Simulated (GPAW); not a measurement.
The system is CaSe.

```xyz
2
Lattice="0.0000 2.9560 2.9560 2.9560 0.0000 2.9560 2.9560 2.9560 0.0000" Properties=species:S:1:pos:R:3 pbc="T T T"
Se    2.9560    2.9560    2.9560
Ca    0.0000    0.0000    0.0000
```

Base run:

```yaml
Program: GPAW 26.7.0
Functional: PBEsol
Potentials_or_basis: PAW data sets generated in the run's folder for this functional
Cutoff: 600 eV
Basis: pw
k_mesh: 8 × 8 × 8
Occupations: fermi-dirac, width 0.05 eV
Spin: no spin polarisation
```

Its results: band gap on the k mesh 1.95 eV, indirect (least direct gap 2.90 eV); pressure -0.9 GPa.

The run is repeated on the same cell with these changes: functional from PBEsol to LDA; potentials or basis from PAW data sets generated in the run's folder for this functional to the program's PAW data sets (release 1.2.1) made for this functional. What comes out?

Band gap on the k mesh 1.89 eV, indirect (least direct gap 2.84 eV); pressure -2.9 GPa.
